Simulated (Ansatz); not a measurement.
**AgCl: pressure up to the limit of the methods**

The task here is to estimate one member of a computed series from the others.

Method: DFT, PBEsol, PAW with Ansatz's default frozen-core files, scalar-relativistic, in Ansatz 0.2.0.

1 further run of the same task is left out (set aside as unsound or not needed). Runs told in other sessions of the task aren't counted.

**The structure to begin with**

Symmetry: Pm-3m, No. 221, cubic system. The conventional cell has a = 2.878 Å, b = 2.878 Å, c = 2.878 Å, α = 90.00°, β = 90.00°, γ = 90.00°. Ag (site symmetry m-3m) has 8 Cl at 2.49 Å in its first shell of neighbours. Cl (site symmetry m-3m) has 8 Ag at 2.49 Å in its first shell of neighbours.

Coordinates:

```cif
data_structure
_symmetry_space_group_name_H-M 'P 1'
_symmetry_Int_Tables_number 1
_cell_length_a 2.8782
_cell_length_b 2.8782
_cell_length_c 2.8782
_cell_angle_alpha 90.000
_cell_angle_beta 90.000
_cell_angle_gamma 90.000
_cell_volume 23.84
loop_
_atom_site_label
_atom_site_type_symbol
_atom_site_fract_x
_atom_site_fract_y
_atom_site_fract_z
_atom_site_occupancy
Ag1 Ag 0.00000 0.00000 0.00000 1
Cl1 Cl 0.50000 0.50000 0.50000 1
```

Whether this phase is the stable one at these pressures isn't tested.

Atoms are numbered in the order of the input: Ag1, Cl2.

Set-up of the first run:

Input file input.yaml:

```yaml
crystal:
  lattice:
    - [2.8781838193, 0.0, 0.0]
    - [0.0, 2.8781838193, 0.0]
    - [0.0, 0.0, 2.8781838193]
  atoms:
    - { symbol: Ag, position: [0.0, 0.0, 0.0] }
    - { symbol: Cl, position: [0.5, 0.5, 0.5] }
kpoints:
  mp_grid: { grid: [13, 13, 13] }
scf:
  occupations: { method: fermi_dirac, width: 0.08 }
hamiltonian:
  xc: pbesol
  pseudopotentials: { kind: paw }
output:
  forces: true
  stress: true
relax:
  f_tol: 0.005
  max_steps: 40
  cell: {}
```

On the command line:

```bash
> ansatz run input.yaml --threads 1 --pin off --max-ram 2048MiB --backend cpu --events-out ev --progress --plain --runs-dir out
```

Among the steps run: Cell relaxed at zero pressure, PAW; More of the same log: cell relaxed at zero pressure; Volume scaled by 1, PAW; Volume scaled by 0.88, PAW; Volume scaled by 0.78, PAW; Volume scaled by 0.68, PAW; Volume scaled by 0.58, PAW; Volume scaled by 0.5, PAW; Volume scaled by 0.43, PAW; Volume scaled by 0.43, PAW (cutoff 250 eV).

One table of the session follows, with a row left open; its other results are not shown here.

```
             method  volume over the first  volume (Å³/atom)  pressure (GPa)
                PAW                      1            18.475            0.03
                PAW                   0.88            16.258           11.65
                PAW                   0.78                 ?               ?
                PAW                   0.68            12.563           69.16
                PAW                   0.58            10.716          147.04
                PAW                    0.5             9.238          271.73
                PAW                   0.43             7.944          477.87
PAW (cutoff 250 eV)                   0.43             7.944          469.24
```

Q: Estimate the row for PAW, 0.78 from the others.

The run gave: volume (Å³/atom): 14.411; pressure (GPa): 31.13. In the column «volume (Å³/atom)» it lies between PAW, 0.68 (12.563) and PAW, 0.88 (16.258).

To keep in mind: Warnings in the runs' records: cutoff below recommended.
